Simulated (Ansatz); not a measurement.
# SnH2: what a guessed cell relaxes into, part 2 of 3

The task: take a trial cell of SnH2 to zero force and stress.

Ansatz 0.2.0; DFT PBE, scalar-relativistic, plane waves, PAW. Earlier steps stand in the parts before.

## 4. Full relaxation

The end of the coarse run is made exact in the group found at a tolerance of 0.06 Å and reduced to its primitive cell.

Input file input.yaml:

```yaml
crystal:
  lattice:
    - [3.7845843975, 0.0, 0.0]
    - [0.0, 3.7845843975, 0.0]
    - [0.0, 0.0, 7.9451821803]
  atoms:
    - { symbol: Sn, position: [0.0, 0.0, 0.0] }
    - { symbol: Sn, position: [0.0, 0.0, 0.5] }
    - { symbol: H, position: [0.5, 0.0, 0.0] }
    - { symbol: H, position: [0.0, 0.5, 0.0] }
    - { symbol: H, position: [0.0, 0.0, 0.239775672] }
    - { symbol: H, position: [0.0, 0.0, 0.760224328] }
basis:
  ecutwfc: 420
kpoints:
  mp_grid: { grid: [10, 10, 6] }
hamiltonian:
  xc: pbe
scf:
  occupations: { method: gaussian, width: 0.1 }
output:
  forces: true
  stress: true
  eigenvalues: true
  write_density: true
  write_potential: true
  elf: true
  volumetric_format: npy
relax:
  adjacent_minimum: "off"
  f_tol: 0.01
  max_steps: 80
  cell: { stress_tol: 0.05 }
```

The run is started by

```
> ansatz run input.yaml --threads 1 --pin off --max-ram 2048MiB --backend cpu --events-out ev --progress --plain --runs-dir out
```

The program printed:

```text
Warning: RAYON_NUM_THREADS=1 ignored (pool sized by the plan → 1); use --threads N
Engine: ansatz 0.2.0, x86_64-unknown-linux-gnu
Pseudopotentials: kind: paw
Pseudopotential: Sn, paw, valence charge 14, recommended cutoff 420 eV (normal), Sn.paw.azcp
Pseudopotential: H, paw, valence charge 1, recommended cutoff 420 eV (normal), H.paw.azcp
Functional definition: PBE
  parameter kappa = 0.804
  parameter beta = 0.06672455060314922
  exchange = pbe_x(kappa = kappa, mu = beta*pi^2/3)
  correlation = pbe_c(beta = beta)
Crystal: 6 atoms, lattice volume = 113.799 Å³
Basis set: ecut = 420 eV, 2203 PW (Γ), exchange–correlation on 54×54×108 points (8 copies of the dense FFT grid, shifted against one another)
Bands: 22, of which v1, the nominal top of the filled ones, is band 16 counted from 1 (15 counted from 0)
Symmetry: 16 space group operations
Space group: P4/mmm (ITA 123), of the structure as read, at distance tolerance 4.8e-5 Å
k-points: 84 of 600
Non-local potential: Sn, projectors of the file, l = 0: 2, l = 1: 2, l = 2: 2, l = 3: 2
Non-local potential: H, projectors of the file, l = 0: 2, l = 1: 1
PAW form: soft (Blöchl's): semilocal exchange-correlation on the pseudo side does not see the compensation charge
PAW one-centre angular grid: Sn, 590 points (default); XC on 64 Gauss nodes
PAW one-centre angular grid: H, 110 points (default); XC on 64 Gauss nodes
Initial density: superposition of atomic densities (neutral atoms: chi_scale 0, normalization atom), corrected by the library's trained network
Initial wavefunctions: pseudopotential atomic-orbital guess
Functional: x = pbe(κ = 0.804, μ = 0.2195149727645171), c = pbe(β = 0.06672455060314922)
SCF iter   1: F=—  HF=-12109.314335 eV  |F-HF|=—  |Δ(HF+E_count)|=         —  Δρ=4.73e-3  dr2=1.24e-1  ethr=1.77e-3  ⟨swp⟩=6.1  Hψ=9549  notcnv=0
preconditioner: auto → LDOS  [metal: Δε(μ)=0.016 eV  Ē_g=8.545 eV  σ=0.100 eV  W_gap=0.09  n_scr=16 (ndim 8)  ℏωp=12.1 eV  f_vac=0.135  D(μ)=1.24/eV (n_scr^D=2)  β→1.0]
SCF iter   2: F=—  HF=-12109.281507 eV  |F-HF|=—  |Δ(HF+E_count)|=   3.28e-2  Δρ=2.53e-3  dr2=1.08e-2  ethr=3.87e-4  ⟨swp⟩=2.2  Hψ=3032  notcnv=0  defer=101
SCF iter   3: F=—  HF=-12109.278618 eV  |F-HF|=—  |Δ(HF+E_count)|=   2.89e-3  Δρ=1.56e-3  dr2=3.11e-3  ethr=3.39e-5  ⟨swp⟩=2.0  Hψ=3209  notcnv=0  defer=101
SCF iter   4: F=—  HF=-12109.277402 eV  |F-HF|=—  |Δ(HF+E_count)|=   1.22e-3  Δρ=2.63e-4  dr2=1.29e-4  ethr=9.73e-6  ⟨swp⟩=2.0  Hψ=3043  notcnv=0  defer=101
SCF iter   5: F=—  HF=-12109.277416 eV  |F-HF|=—  |Δ(HF+E_count)|=   1.48e-5  Δρ=8.95e-5  dr2=1.36e-5  ethr=4.02e-7  ⟨swp⟩=2.0  Hψ=3091  notcnv=0  defer=101
SCF iter   6: F=—  HF=-12109.277419 eV  |F-HF|=—  |Δ(HF+E_count)|=   2.65e-6  Δρ=1.70e-5  dr2=4.75e-7  ethr=4.24e-8  ⟨swp⟩=2.0  Hψ=3131  notcnv=0  defer=102
SCF iter   7: F=-12109.277419 eV  HF=-12109.277419 eV  |F-HF|=1.43e-8  |Δ(HF+E_count)|=   3.20e-7  Δρ=5.85e-6  dr2=3.00e-8  ethr=3.13e-10  ⟨swp⟩=15.1  Hψ=14403  notcnv=0
SCF 1 converged in 7 iterations: F = -12109.277419 eV  dr2 = 3.00e-8
relax step   1: F+E_penalty+E_count = -12109.27741930 eV  Δ(F+E_penalty+E_count) = +0.000e0 eV  max|allowed force component| = 7.663e-2 eV/Å  Δτ_max = 0.0000 Å  P = -0.366 GPa  Ω = 113.799 Å³  (7 SCF iters, dr2 threshold 1.00e-7 eV, accepted)
Crystal: 6 atoms, lattice volume = 112.210 Å³
Basis set: ecut = 420 eV, 2179 PW (Γ), exchange–correlation on 54×54×108 points (8 copies of the dense FFT grid, shifted against one another)
Initial density: handed on by an earlier stage of this run
Initial wavefunctions: those handed on with the density
iter 1 solved again at ethr=6.44e-6 eV; its pass at ethr=3.10e-3 eV (dr2=2.06e-3 eV) is discarded
SCF iter   1: F=—  HF=-12109.281922 eV  |F-HF|=—  |Δ(HF+E_count)|=         —  Δρ=1.52e-3  dr2=2.11e-3  ethr=6.44e-6  ⟨swp⟩=2.0  Hψ=11851  notcnv=0
preconditioner: auto → LDOS  [metal: Δε(μ)=0.007 eV  Ē_g=8.647 eV  σ=0.100 eV  W_gap=0.04  n_scr=16 (ndim 8)  ℏωp=12.1 eV  f_vac=0.128  D(μ)=1.19/eV (n_scr^D=2)  β→1.0]
SCF iter   2: F=—  HF=-12109.281621 eV  |F-HF|=—  |Δ(HF+E_count)|=   3.01e-4  Δρ=3.24e-4  dr2=1.56e-4  ethr=6.44e-6  ⟨swp⟩=2.0  Hψ=2298  notcnv=0
SCF iter   3: F=—  HF=-12109.281577 eV  |F-HF|=—  |Δ(HF+E_count)|=   4.38e-5  Δρ=5.44e-5  dr2=3.99e-6  ethr=4.88e-7  ⟨swp⟩=2.0  Hψ=2428  notcnv=0
SCF iter   4: F=—  HF=-12109.281578 eV  |F-HF|=—  |Δ(HF+E_count)|=   6.60e-7  Δρ=2.89e-5  dr2=9.12e-7  ethr=1.87e-9  ⟨swp⟩=13.1  Hψ=17026  notcnv=0
SCF iter   5: F=-12109.281577 eV  HF=-12109.281577 eV  |F-HF|=5.22e-9  |Δ(HF+E_count)|=   3.38e-7  Δρ=6.93e-6  dr2=1.08e-7  ethr=1.87e-9  ⟨swp⟩=10.9  Hψ=13709  notcnv=0
SCF 2 converged in 5 iterations: F = -12109.281577 eV  dr2 = 1.08e-7
  Residual-converged pass: ⟨swp⟩=1.0  Hψ=2187  notcnv=0  max |occ|·‖R‖ = 7.0e-9 eV (tolerance 1.0e-8 eV)  dr2=1.08e-7  dr2_onsite=4.40e-9  max |Δocc| = 1.0e-10
relax step   2: F+E_penalty+E_count = -12109.28157719 eV  Δ(F+E_penalty+E_count) = -4.158e-3 eV  max|allowed force component| = 4.551e-2 eV/Å  Δτ_max = 0.0188 Å  P = +0.124 GPa  Ω = 112.210 Å³  energy of the carried Pulay correction = +8.795e-4 eV  (5 SCF iters, dr2 threshold 6.00e-7 eV, accepted)
Crystal: 6 atoms, lattice volume = 112.565 Å³
iter 1 solved again at ethr=6.05e-7 eV; its pass at ethr=3.10e-3 eV (dr2=1.94e-4 eV) is discarded
SCF iter   1: F=—  HF=-12109.281956 eV  |F-HF|=—  |Δ(HF+E_count)|=         —  Δρ=4.72e-4  dr2=2.00e-4  ethr=6.05e-7  ⟨swp⟩=2.1  Hψ=10519  notcnv=0
preconditioner: auto → LDOS  [metal: Δε(μ)=0.009 eV  Ē_g=8.631 eV  σ=0.100 eV  W_gap=0.05  n_scr=16 (ndim 8)  ℏωp=12.1 eV  f_vac=0.133  D(μ)=1.22/eV (n_scr^D=2)  β→1.0]
SCF iter   2: F=—  HF=-12109.281921 eV  |F-HF|=—  |Δ(HF+E_count)|=   3.52e-5  Δρ=9.43e-5  dr2=1.81e-5  ethr=6.05e-7  ⟨swp⟩=2.0  Hψ=2310  notcnv=0
SCF iter   3: F=—  HF=-12109.281915 eV  |F-HF|=—  |Δ(HF+E_count)|=   6.05e-6  Δρ=1.41e-5  dr2=2.83e-7  ethr=5.65e-8  ⟨swp⟩=2.0  Hψ=2212  notcnv=0
SCF iter   4: F=-12109.281915 eV  HF=-12109.281915 eV  |F-HF|=4.06e-8  |Δ(HF+E_count)|=   1.45e-8  Δρ=6.31e-6  dr2=4.95e-8  ethr=4.04e-10  ⟨swp⟩=11.3  Hψ=13518  notcnv=0
SCF 3 converged in 4 iterations: F = -12109.281915 eV  dr2 = 4.95e-8
relax step   3: F+E_penalty+E_count = -12109.28191507 eV  Δ(F+E_penalty+E_count) = -3.379e-4 eV  max|allowed force component| = 9.340e-4 eV/Å  Δτ_max = 0.0067 Å  P = -0.005 GPa  Ω = 112.565 Å³  energy of the carried Pulay correction = +6.820e-4 eV  (4 SCF iters, dr2 threshold 1.29e-7 eV, accepted)
Initial wavefunctions: pseudopotential atomic-orbital guess (no wavefunctions were taken with the density)
iter 1 solved again at ethr=9.05e-7 eV; its pass at ethr=3.10e-3 eV (dr2=2.90e-4 eV) is discarded
SCF iter   1: F=—  HF=-12109.281310 eV  |F-HF|=—  |Δ(HF+E_count)|=         —  Δρ=2.71e-5  dr2=1.48e-7  ethr=9.05e-7  ⟨swp⟩=2.3  Hψ=13395  notcnv=0
eigensolver tolerance schedule: the retry pair's looser diagonalisation over-reported the residual by 1958.96 of it (diagonalisation noise at 1.34 of the residual, at the tolerance the schedule requests for it); recorded, not acted on — ethr = c·dr2/N_el stays at c = 1.0e-1
preconditioner: auto → LDOS  [metal: Δε(μ)=0.009 eV  Ē_g=8.631 eV  σ=0.100 eV  W_gap=0.05  n_scr=16 (ndim 8)  ℏωp=12.1 eV  f_vac=0.132  D(μ)=1.22/eV (n_scr^D=2)  β→1.0]
SCF iter   2: F=—  HF=-12109.281312 eV  |F-HF|=—  |Δ(HF+E_count)|=   1.45e-6  Δρ=6.29e-6  dr2=5.16e-8  ethr=4.62e-10  ⟨swp⟩=3.0  Hψ=3592  notcnv=0
SCF iter   3: F=—  HF=-12109.281312 eV  |F-HF|=—  |Δ(HF+E_count)|=   1.95e-8  Δρ=1.58e-6  dr2=3.23e-9  ethr=1.61e-10  ⟨swp⟩=2.1  Hψ=3005  notcnv=0
SCF iter   4: F=—  HF=-12109.281312 eV  |F-HF|=—  |Δ(HF+E_count)|=  9.40e-10  Δρ=7.08e-7  dr2=5.51e-10  ethr=1.01e-11  ⟨swp⟩=2.0  Hψ=3196  notcnv=0
SCF iter   5: F=—  HF=-12109.281312 eV  |F-HF|=—  |Δ(HF+E_count)|=  1.58e-10  Δρ=2.08e-7  dr2=7.41e-11  ethr=1.72e-12  ⟨swp⟩=2.0  Hψ=3172  notcnv=0
SCF iter   6: F=-12109.281312 eV  HF=-12109.281312 eV  |F-HF|=1.82e-12  |Δ(HF+E_count)|=  2.00e-11  Δρ=6.27e-8  dr2=8.47e-12  ethr=1.00e-12  ⟨swp⟩=6.9  Hψ=8242  notcnv=0
SCF 4 converged in 6 iterations: F = -12109.281312 eV  dr2 = 8.47e-12
relax step   4: F+E_penalty+E_count = -12109.28131158 eV  Δ(F+E_penalty+E_count) = +6.035e-4 eV  max|allowed force component| = 1.011e-3 eV/Å  Δτ_max = 0.0000 Å  P = -0.010 GPa  Ω = 112.565 Å³  stress off target by 1.87e-2 GPa  SCF on the basis re-selected at this cell (its energy is not comparable with the rows above)  (6 SCF iters)
basis re-selected at this cell: Δ(F+E_penalty+E_count) = +6.035e-4 eV, ΔP = -0.005 GPa vs the last step (what re-selecting the basis moved, of the pressure what is left beyond the Pulay correction that the steps carried, after the strain that the cell walked since its last selection, with what the two solves' SCF thresholds leave and, on support functions, any second-order correction that the steps lacked; it is no measure of the basis error at this ecutwfc). This SCF's stress stands 1.87e-2 GPa from its target on what of the cell is left free (relax.cell.stress_tol is 5.00e-2 GPa) and its largest allowed force component is 1.01e-3 eV/Å (relax.f_tol is 1.00e-2 eV/Å): within both
SCF converged after 6 iterations
Free energy (F): -12109.281312 eV
Harris-Foulkes:  -12109.281312 eV  (|F-HF|=1.82e-12)
Internal energy: -12109.275228 eV  (E = F + TS)
E sigma→0 (E₀):  -12109.278270 eV
Entropy (-TS):   -0.006084 eV (-1.014 meV/atom)
Fermi energy:    3.923218 eV
--- Per-component energies (eV) ---
  E_band       = -367.820051
  E_kinetic    = 424.148976
  E_local      = -2757.565941  (includes V_loc(G=0)·N_el)
  E_nonlocal   = -58.413120
  E_hartree    = 1486.725934
  E_xc         = -798.095133
  E_vxc        = -234.544649  (∫ρ·V_xc dr)
  E_paw        = -8275.904584  (= ΣΔE_a)
  E_vpaw       = -714.892668  (= ΣTr[D̂ρ^β])
  E_aug_tail   = -0.004651  (compensation charges beyond the density's cutoff)
  E_ewald      = -2130.166707
  E_smearing   = -0.006084  (= −TS)
  E_closure    = 0.000000  (closes the sum)
  Σ components = -12109.281312   (vs F -12109.281312, Δ=0.00e0)
--- Forces (eV/Å), atoms counted from 1 ---
  atom   1  Sn     0.00000000     0.00000000     0.00000000
  atom   2  Sn    -0.00000000     0.00000000     0.00000000
  atom   3  H      0.00000000    -0.00000000     0.00000000
  atom   4  H      0.00000000    -0.00000000     0.00000000
  atom   5  H      0.00000000     0.00000000     0.00101093
  atom   6  H     -0.00000000     0.00000000    -0.00101093
  max |Σ_I F_I| component: 7.31e-28 eV/Å
--- Stress (GPa, compression-positive) ---
       -0.018653       0.000000       0.000000
        0.000000      -0.018653       0.000000
        0.000000       0.000000       0.008552
  P = ⅓ Tr σ = -0.0096 GPa (-0.096 kbar)
--- Band table (eV; the first three rows and the last of 84) ---
  k-point 0: bands = ["-18.2630", "-18.1108", "-18.0378", "-17.9814", "-17.9814", "-17.4386", "-17.3951", "-17.3843", "-17.3843", "-17.3475", "-7.0328", "-3.7672", "-2.0418", "1.9318", "2.8491", "5.2220", "5.6774", "5.6774", "7.5017", "7.5017", "9.1922", "9.2039"]
  k-point 1: bands = ["-18.2630", "-18.1105", "-18.0378", "-17.9814", "-17.9814", "-17.4390", "-17.3951", "-17.3844", "-17.3844", "-17.3475", "-7.0242", "-3.9177", "-1.7108", "1.9319", "2.2545", "5.6902", "5.6902", "5.7152", "7.4664", "7.4664", "8.8680", "9.5321"]
  k-point 2: bands = ["-18.2630", "-18.1098", "-18.0378", "-17.9814", "-17.9814", "-17.4398", "-17.3951", "-17.3844", "-17.3844", "-17.3475", "-7.0064", "-4.1460", "-0.9396", "1.1632", "1.9320", "5.7169", "5.7169", "6.4273", "7.3963", "7.3963", "8.4893", "10.2799"]
  k-point 83: bands = ["-18.0796", "-18.0713", "-18.0437", "-17.9967", "-17.9967", "-17.4159", "-17.3967", "-17.3967", "-17.3744", "-17.3236", "-3.5964", "-2.5563", "-2.3109", "-2.3109", "1.5979", "2.2705", "3.4165", "3.4165", "6.9254", "8.0233", "9.6601", "9.6601"]
--- Relaxed structure (3 steps of the walk, 3 accepted, 1 SCFs on fresh bases) ---
  F+E_penalty+E_count = -12109.28131158 eV   max|allowed force component| = 1.011e-3 eV/Å   (the final SCF, on the basis selected at the relaxed cell)
  cell:  # Å, volume = 112.5649 Å³
    - [3.7594447983506467, 7.52053265823428e-35, 0.0]
    - [7.52053265823428e-35, 3.7594447983506467, 0.0]
    - [0.0, 0.0, 7.964443387711971]
  atoms:
    - { symbol: Sn, position: [-2.7954057952543223e-38, -6.72968061820485e-39, 0.0] }
    - { symbol: Sn, position: [2.484805151337175e-38, -3.62367417903338e-39, 0.5000000000000001] }
    - { symbol: H, position: [0.5, 5.694345138481493e-39, 0.0] }
    - { symbol: H, position: [-1.5530032195857159e-38, 0.5, 0.0] }
    - { symbol: H, position: [3.106006439171474e-39, -2.0706709594476455e-39, 0.23825700646891043] }
    - { symbol: H, position: [-6.212012878342938e-39, 1.0353354797238234e-39, 0.7617429935310897] }
```

It took 52 s on 1 thread of Intel Xeon Platinum 8259CL at 2.50GHz (Skylake/Cascade Lake), shared host; peak memory 0.56 GiB.

Step by step:

| step | energy from step 1 (eV/cell) | largest force component (eV/Å) | pressure (GPa) | volume (Å³) |
| --- | --- | --- | --- | --- |
| 1 | 0.0000 | 0.0766 | -0.37 | 113.80 |
| 2 | -0.0042 | 0.0455 | 0.12 | 112.21 |
| 3 | -0.0045 | 0.0009 | 0.00 | 112.56 |
| 4 | -0.0039 | 0.0010 | -0.01 | 112.56 |

Step 1 is the start. Step 4 repeats the geometry before it on a plane-wave basis chosen anew for that cell, so its energy need not be comparable with the rows above.

|  | before | after | change |
| --- | --- | --- | --- |
| a (Å) | 3.785 | 3.759 | -0.7 % |
| b (Å) | 3.785 | 3.759 | -0.7 % |
| c (Å) | 7.945 | 7.964 | +0.2 % |
| volume (Å³/atom) | 18.97 | 18.76 | -1.1 % |
| shortest distance (Å) | 1.892 | 1.880 | -0.7 % |
| space group (0.01 Å) | P4/mmm | P4/mmm | same |

The run keeps the 16 symmetry operations of the start, so it could not have lowered the symmetry.

Density in a lattice plane of the grid's cell (edges 3.76 and 7.96 Å, at 0.000 of the third edge), which holds Sn and H.

Ten even steps from ' ' (0.01 e/Å³) to '@' (16.70 e/Å³):
```
==--..              ..--
                        
                        
                        
                        
                        
                        
                        
==--..              ..--
@@**..              ..**
==--..              ..--
                        
                        
                        
                        
                        
                        
                        
==--..              ..--
@@**..      ..      ..**
```
Columns run along the first of these edges and rows up along the second, over one cell in 12 and 20 even steps from the bottom left corner. Atoms in the plane (fractional): Sn at (1.00, 0.00), Sn at (0.00, 0.50), H at (0.50, 0.00), H at (0.00, 0.24), H at (1.00, 0.76).

ELF in the same plane.

Values, 12 rows by 6 columns:
```
0.17 0.29 0.47 0.91 0.47 0.29
0.81 0.65 0.12 0.07 0.12 0.65
1.00 0.94 0.16 0.01 0.16 0.94
0.54 0.41 0.18 0.09 0.18 0.41
0.20 0.33 0.43 0.36 0.43 0.33
0.00 0.17 0.43 0.49 0.43 0.17
0.20 0.33 0.43 0.36 0.43 0.33
0.54 0.41 0.18 0.09 0.18 0.41
1.00 0.94 0.16 0.01 0.16 0.94
0.81 0.65 0.12 0.07 0.12 0.65
0.17 0.29 0.47 0.91 0.47 0.29
0.01 0.14 0.66 1.00 0.66 0.14
```
Columns run along the first of these edges and rows up along the second, over one cell in 6 and 12 even steps from the bottom left corner. Atoms in the plane (fractional): Sn at (1.00, 0.00), Sn at (0.00, 0.50), H at (0.50, 0.00), H at (0.00, 0.24), H at (1.00, 0.76).

Both are smooth fields of the valence electrons: close to the nuclei they are not physical.

Outside the cores ELF peaks at 1.00 at H; 0.52 beside Sn, off the lines to its neighbours, 1.6 Å from Sn.

(Part 2 of 3 ends here.)
